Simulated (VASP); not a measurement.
## B: equilibrium volume by level of theory

It takes space group Pmmn (No. 59, orthorhombic). Conventional cell: a = 1.625 Å, b = 2.866 Å, c = 3.914 Å, α = 90.00°, β = 90.00°, γ = 90.00°. Around B (site symmetry mm2) lie 6 B at 1.62 to 1.86 Å.

This isn't the form of B at room conditions, which is rhombohedral.

| rung | level | program and potentials | cutoff (eV) | k mesh | smearing | equilibrium volume (Å³/atom) | notes |
| --- | --- | --- | --- | --- | --- | --- | --- |
| LDA | LDA | VASP, LDA PAW files B, 600 eV | 600 | 16 × 9 × 7 | gaussian 0.05 | 8.16 | - |
| GGA | PBE | VASP, PBE PAW files B, 600 eV | 600 | 16 × 9 × 7 | gaussian 0.05 | 8.95 | - |
| GGA + dispersion | RPBE+D3(zero damping) | VASP, PBE PAW files B, 600 eV | 600 | 16 × 9 × 7 | fermi-dirac 0.05 | 8.54 | potentials made for PBE |
| GGA + dispersion | RPBE+D4 | VASP, PBE PAW files B, 600 eV | 600 | 16 × 9 × 7 | fermi-dirac 0.05 | 7.82 | potentials made for PBE |
| meta-GGA | TPSS | VASP, PBE PAW files B, 600 eV | 600 | 16 × 9 × 7 | gaussian 0.05 | 8.91 | potentials made for PBE |
| meta-GGA | r2SCAN | VASP, PBE PAW files B, 600 eV | 600 | 16 × 9 × 7 | gaussian 0.05 | 9.00 | potentials made for PBE |
| meta-GGA + dispersion | r2SCAN+D4 | VASP, PBE PAW files B, 600 eV | 600 | 16 × 9 × 7 | gaussian 0.05 | 8.66 | potentials made for PBE |

Task: relaxation of cell and atoms. All rows: no spin polarisation. Smearing widths are in eV. For a metal such meshes aren't converged. Meshes are those of the run's cell of 2 atoms unless a note names another. Relaxations start from the cell shown or near it and stop with a little pressure left. Runs on faulty files, with rough fits or with known faults for this quantity aren't shown. No row holds spin-orbit coupling.

By rung: LDA 8.16; GGA 8.95; GGA + dispersion 7.82 to 8.54; meta-GGA 8.91 to 9.00; meta-GGA + dispersion 8.66 (Å³/atom).
